**How stiff is cobalt, and what decides the answer?**

The bulk modulus $B$ is the resistance of a solid to uniform squeezing. For a metal with $B$ near 200 GPa, a pressure of 1 GPa shrinks the volume by about half a per cent. The table lists $B$ for hexagonal cobalt at several levels of theory, each taken at that method's own equilibrium volume. Two classical potentials are left open for part (c).

Bulk modulus of hexagonal cobalt (P6_3/mmc, 2-atom cell) from density functionals and classical potentials, from static-lattice equations of state, each at the method's own equilibrium volume. The density-functional runs omit spin–orbit coupling; "fm" marks a ferromagnetic start, and Kmax is in 1/bohr.

| method | rung | program | potentials | basis | spin | k mesh | smearing | bulk modulus (GPa) |
| --- | --- | --- | --- | --- | --- | --- | --- | --- |
| 2NN MEAM | force field | LAMMPS | MoCoNiVFeAlCr_2nn.meam | default | none | none 2-atom cell | none | ? |
| EAM | force field | LAMMPS | CoAl.eam.alloy | default | none | none 2-atom cell | none | ? |
| EAM | force field | LAMMPS | Zhou04_create_eam | default | none | none 2-atom cell | none | 186.40 |
| AM05 | GGA | FLEUR | all electron | 4.69 Kmax | collinear-program-default | 12x12x7 2-atom cell | Fermi Dirac 0.05eV | 233.10 |
| PBE | GGA | Quantum ESPRESSO | SSSP 1.3 efficiency PBE | 748 eV | collinear fm | 12x12x7 2-atom cell | Fermi Dirac 0.05eV | 212.60 |
| PBE | GGA | GPAW | GPAW PAW data sets (gpaw data 1.2.1) | 600 eV | collinear fm | 12x12x7 2-atom cell | Fermi Dirac 0.05eV | 208.20 |
| PBE | GGA | FLEUR | all electron | 4.11 Kmax | collinear-program-default | 12x12x7 2-atom cell | Fermi Dirac 0.05eV | 207.00 |
| PBEsol | GGA | Ansatz | Ansatz PAW | 420 eV | collinear fm | 12x12x7 2-atom cell | Fermi Dirac 0.05eV | 234.10 |
| PBEsol | GGA | Quantum ESPRESSO | PseudoDojo 0.4.1 SR PBEsol standard | 1306 eV | collinear fm | 10x10x6 2-atom cell | Fermi Dirac 0.05eV | 239.30 |
| SCAN | meta-GGA | FLEUR | all electron | 4.69 Kmax | collinear-program-default | 12x12x7 2-atom cell | Fermi Dirac 0.05eV | 235.30 |

**(a) Does the modulus follow the ladder from GGA to meta-GGA, and do the differences exceed the scatter among programs?**

*Solution.* Changing the program moves the modulus by about 3 %, while changing the functional can move it by more than 10 %. The three PBE runs span 5.6 GPa and the two PBEsol runs 5.2 GPa. Between the highest PBE value and the lowest value from AM05, PBEsol or SCAN lies a gap of 20.5 GPa. That gap is real on the scale of the scatter, but the order within the stiffer group is not resolved.

The divide doesn't follow the ladder. PBE, PBEsol and AM05 are all GGAs, yet PBE stands apart and the other two sit beside the meta-GGA SCAN. No magnetic moments are listed for any run. AM05 and SCAN were run only with their program's default spin setting, so their magnetic state is less certain, and with a larger basis cutoff than PBE in the same program. The PBEsol runs, for which ferromagnetism was requested, show the same stiffening.

**(b) Why should one GGA give a stiffer crystal than another? Estimate the change of volume that would be enough.**

*Solution.* The gradient correction in PBE favours uneven electron densities, and so favours separated atoms over a compact solid. PBEsol weakens this correction, and metals usually come out smaller with it. In a smaller cell the electrons are more crowded, and their energy rises more steeply on further squeezing. The crystal is then stiffer, much as if it were already under pressure.

To turn this into a number, treat the change of functional as a small extra pressure. With $B'$ the rise of the modulus per unit of pressure and $V$ the volume,

$$\frac{d\ln B}{d\ln V}=-B'.$$

A typical metal has $B'$ of roughly 4.5. In Quantum ESPRESSO the modulus rises from 212.6 GPa with PBE to 239.3 GPa with PBEsol, so

$$\frac{\Delta V}{V}\approx-\frac{\ln(239.3/212.6)}{4.5}\approx-0.03.$$

A shrinkage of about 3 % would be enough. The two Quantum ESPRESSO runs also differ in potentials and k mesh, but the shift between them is about five times the scatter found in (a).

The equilibrium volumes, which the table doesn't list, put the explanation to the test. They are 10.89 Å³ per atom for PBE in Quantum ESPRESSO and 10.37 Å³ for PBEsol in Ansatz, a shrinkage of nearly 5 %. The smaller cell thus more than accounts for the stiffening. A change of functional is not quite the same as an extra pressure, however: at equal volume, the pressure in the PBEsol run rises less steeply on squeezing than in the PBE run. PBEsol is stiffer only because its equilibrium cell is smaller, and part of that gain is lost again.

**(c) Predict the modulus from the 2NN MEAM potential and from the EAM potential for Co–Al, with error bars.**

*Solution.* A classical potential contains no density functional, so its place on the ladder is no guide. Its stiffness comes from the data used to fit it. For elemental metals these usually include measured elastic constants, and I assume that this holds here. The forecast is then the measured modulus of cobalt, roughly 190 GPa as a recalled round value. The one known force field, EAM Zhou04, agrees with this to within 4 GPa, but a single case can't supply an error bar.

The two kinds of potential deserve different margins. In 2NN MEAM the modulus of a reference crystal enters the energy curve directly as a parameter, which leaves it little room to drift. In EAM the modulus is usually one target among several, and a compromise may pull it away. My forecasts, with margins set by judgement, are:

- 2NN MEAM: 190 ± 15 GPa, below all the PBE runs.
- EAM for Co–Al: 190 ± 25 GPa, probably below PBE, although the range overlaps it.

Both should lie below the stiffer group of functionals. I forecast no order between the two.

The withheld rows as computed:

| method | rung | program | potentials | basis | spin | k mesh | smearing | bulk modulus (GPa) |
| --- | --- | --- | --- | --- | --- | --- | --- | --- |
| 2NN MEAM | force field | LAMMPS | MoCoNiVFeAlCr_2nn.meam | default | none | none 2-atom cell | none | 194.90 |
| EAM | force field | LAMMPS | CoAl.eam.alloy | default | none | none 2-atom cell | none | 194.50 |

Both values fall within their ranges, below every PBE run and below the stiffer group. The forecasts are too low by 4.9 GPa for 2NN MEAM and 4.5 GPa for EAM, or between 2 and 3 % of the computed values. A target known only as a round number can't do much better, so these small misses call for no separate cause. The wider margin for EAM proved unnecessary in this case.

Had the potentials reproduced PBE instead, they should have come out near the PBE mean of 209.3 GPa. That guess is too high by 14 to 15 GPa for both, about three times the miss of the forecast. The result favours measured data as the fitting target, though it doesn't establish how either potential was made. The printed output below gives the comparison in full.

For practical use, a classical potential that matches the measured modulus may simply be returning a number that was put into it. Its agreement with experiment is therefore no evidence that it describes cobalt better than PBE does. A property outside its fitting data would be a fairer test.

The analysis program printed:

```
mean of the three PBE runs, GPa: 209.3
spread of the PBE runs, highest less lowest, GPa: 5.6
spread of the two PBEsol runs, GPa: 5.2
spread of the stiffer group (AM05, PBEsol, SCAN), GPa: 6.2
gap from the highest PBE run to the lowest of the stiffer group, GPa: 20.5
AM05 less PBE, both in FLEUR, GPa: 26.1
SCAN less PBE, both in FLEUR, GPa: 28.3
PBEsol less PBE, both in Quantum ESPRESSO, GPa: 26.7
EAM Zhou04 less the PBE mean, GPa: -22.87
rough volume shrinkage that would explain the PBEsol shift in Quantum ESPRESSO, per cent: 2.595
EAM Zhou04 less the rough measured modulus, GPa: -3.6
forecast for 2NN MEAM, GPa: 190
error bar for 2NN MEAM, GPa: 15
computed value for 2NN MEAM, GPa: 194.9
miss for 2NN MEAM, forecast less computed, GPa: -4.9
miss of the rival (PBE mean) for 2NN MEAM, GPa: 14.37
forecast for EAM CoAl, GPa: 190
error bar for EAM CoAl, GPa: 25
computed value for EAM CoAl, GPa: 194.5
miss for EAM CoAl, forecast less computed, GPa: -4.5
miss of the rival (PBE mean) for EAM CoAl, GPa: 14.77
```
